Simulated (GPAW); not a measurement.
Write an ASE script for GPAW 26.7.0 that does the following.

* Task: band structure
* Functional: BLYP
* Potentials or basis: PAW data sets generated in the run's folder for this functional
* Cutoff: 600 eV
* Basis: pw
* k mesh: 12 × 12 × 12
* Occupations: fermi-dirac, width 0.05 eV
* Spin: no spin polarisation
* Eigensolver: davidson
* Maxiter: 150
* Band path: GHNGPH,PN
* Band points: 100

The structure of Mo lies in POSCAR:

```
Mo
1.0
   -1.5838089719      1.5838089719      1.5838089719
    1.5838089719     -1.5838089719      1.5838089719
    1.5838089719      1.5838089719     -1.5838089719
Mo
1
Direct
    0.0000000000      0.0000000000      0.0000000000
```

These files were run (other wordings do the same):

run.py

```python
from ase.dft.bandgap import bandgap
from ase.io import read, write
from ase.units import GPa
from gpaw import GPAW, PW, setup_paths

setup_paths.insert(0, '.')

atoms = read('POSCAR')

calc = GPAW(mode=PW(600),
            xc='BLYP',
            kpts={'size': (12, 12, 12), 'gamma': True},
            occupations={'name': 'fermi-dirac', 'width': 0.05},
            nbands=16,
            convergence={'density': 1e-05, 'energy': 1e-05},
            eigensolver='davidson',
            maxiter=150,
            txt='gpaw.txt')
atoms.calc = calc
energy = atoms.get_potential_energy()
forces = atoms.get_forces()
stress = atoms.get_stress()
calc.write('gs.gpw')
write('result.traj', atoms)
print(f'Energy: {energy:.6f} eV')
print('Forces (eV/A):')
print(forces.round(4))
print('Stress (GPa):', (stress / GPa).round(3))
print('Fermi level:', round(calc.get_fermi_level(), 4), 'eV')
print(f'Gap: {bandgap(calc)[0]:.4f} eV, direct: {bandgap(calc, direct=True)[0]:.4f} eV')

path = atoms.cell.bandpath('GHNGPH,PN', npoints=100, eps=1e-4)
bs_calc = calc.fixed_density(kpts=path, symmetry='off', nbands=24,
                             convergence={'bands': 'CBM+6.0', 'eigenstates': 1e-6}, txt='bands.txt')
bs = bs_calc.band_structure()
bs.write('bs.json')
print(f'Gap on the path: {bandgap(bs_calc)[0]:.4f} eV')
```

Potentials or basis: PAW data sets generated in the run's folder for this functional, pw.

Launch:

```console
$ gpaw-setup -f BLYP Mo
$ OMP_NUM_THREADS=1 python run.py
```

Results of the run:

| Property | Result |
| --- | --- |
| Pressure | 6.9 GPa |
| Band gap along the path | none (metal or under the smearing width) |

Wall time 14 s on 1 thread of Intel(R) Xeon(R) Platinum 8488C (Sapphire Rapids), on a shared host, peak memory 0.18 GiB.
